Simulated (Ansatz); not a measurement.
# GdO2: the cost of one run

Computed with Ansatz 0.2.0 (DFT PBE, scalar-relativistic, plane waves, PAW, unless a step's input says otherwise).

## Step 1: The system as given

The structure is tetragonal, space group P4/mmm (No. 123). Conventional cell: a = 3.291 Å, b = 3.291 Å, c = 4.974 Å, α = 90.00°, β = 90.00°, γ = 90.00°. Gd (site symmetry 4/mmm) is surrounded by 6 O at 2.33 to 2.49 Å. O (site symmetry 4/mmm) has 2 Gd at 2.49 Å as nearest neighbours. O (site symmetry 4/mmm) has 4 Gd at 2.33 Å as nearest neighbours.

Structure file:

```cif
data_structure
_symmetry_space_group_name_H-M 'P4/mmm'
_symmetry_Int_Tables_number 123
_cell_length_a 3.2909
_cell_length_b 3.2909
_cell_length_c 4.9736
_cell_angle_alpha 90.000
_cell_angle_beta 90.000
_cell_angle_gamma 90.000
_cell_volume 53.87
loop_
_atom_site_label
_atom_site_type_symbol
_atom_site_symmetry_multiplicity
_atom_site_Wyckoff_symbol
_atom_site_fract_x
_atom_site_fract_y
_atom_site_fract_z
_atom_site_occupancy
Gd1 Gd 1 b 0.00000 0.00000 0.50000 1
O1 O 1 a 0.00000 0.00000 0.00000 1
O2 O 1 d 0.50000 0.50000 0.50000 1
```

The cell is invented: random cell by space group and Wyckoff sites (P4/mmm, No. 123). Its size is a rough estimate.

## Step 2: The guess as it stands, on a coarse mesh

The input, input.yaml:

```yaml
crystal:
  lattice:
    - [3.29091841, 0.0, 0.0]
    - [0.0, 3.29091841, 0.0]
    - [0.0, 0.0, 4.97364812]
  atoms:
    - { symbol: Gd, position: [0.0, 0.0, 0.5], spin: 7.0 }
    - { symbol: O, position: [0.0, 0.0, 0.0] }
    - { symbol: O, position: [0.5, 0.5, 0.5] }
basis:
  ecutwfc: 420
kpoints:
  mp_grid: { grid: [6, 6, 4] }
hamiltonian:
  xc: pbe
scf:
  occupations: { method: gaussian, width: 0.1 }
  lower_state_search: "off"
output:
  forces: true
  stress: true
  eigenvalues: true
  populations: true
magnetization:
  spin_polarized: true
```

On the command line:

```sh
$ ansatz run input.yaml --threads 1 --pin off --max-ram 2560MiB --backend cpu --events-out ev --progress --plain --runs-dir out
```

Q: Estimate wall time and peak memory on 1 thread of AMD EPYC 7R43 (Zen 3), shared host.

About 7.5 s, with a peak of 0.4 GiB.
